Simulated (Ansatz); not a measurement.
The system is HfC.

```
CELL_PARAMETERS angstrom
0.00000 2.32500 2.32500
2.32500 0.00000 2.32500
2.32500 2.32500 0.00000
ATOMIC_POSITIONS crystal
Hf 0.50000 0.50000 0.50000
C 0.00000 0.00000 0.00000
```

```yaml
Program: Ansatz 0.2.0
Task: relaxation of cell and atoms
Functional: PBEsol
Potentials_or_basis: Ansatz PAW
Cutoff: "420 eV (not typed: the program's choice for these potentials)"
k_mesh: 10 × 10 × 10
Occupations: fermi-dirac, width 0.05 eV
Spin: no spin polarisation
```

At the start: volume 12.57 Å³/atom.

Problem. How do energy, volume and symmetry change on relaxing?

Solution. It ends after 5 steps and the volume is 12.23 Å³/atom (-2.7 %); space group Fm-3m (No. 225, to 0.05 Å).

The path:
```
step  energy change (eV)  largest force (eV/Å)  volume (Å³)
   1              0.0000                0.0000        25.14
   2             -0.0074                0.0000        23.94
   3             -0.0152                0.0000        24.47
   4             -0.0153                0.0000        24.45
   5             -0.0143                0.0000        24.45
```

Final structure:
```cif
data_structure
_symmetry_space_group_name_H-M 'P 1'
_symmetry_Int_Tables_number 1
_cell_length_a 3.2579
_cell_length_b 3.2579
_cell_length_c 3.2579
_cell_angle_alpha 60.000
_cell_angle_beta 60.000
_cell_angle_gamma 60.000
_cell_volume 24.45
loop_
_atom_site_label
_atom_site_type_symbol
_atom_site_fract_x
_atom_site_fract_y
_atom_site_fract_z
_atom_site_occupancy
Hf1 Hf 0.50000 0.50000 0.50000 1
C1 C 0.00000 0.00000 0.00000 1
```

Caveat: the plane-wave basis is chosen anew once the cell has moved, so the energies of steps on either side of that aren't comparable; the PAW data sets come from PBE, with cores solved anew for the run's functional, which leaves a small shift of forces and pressure.
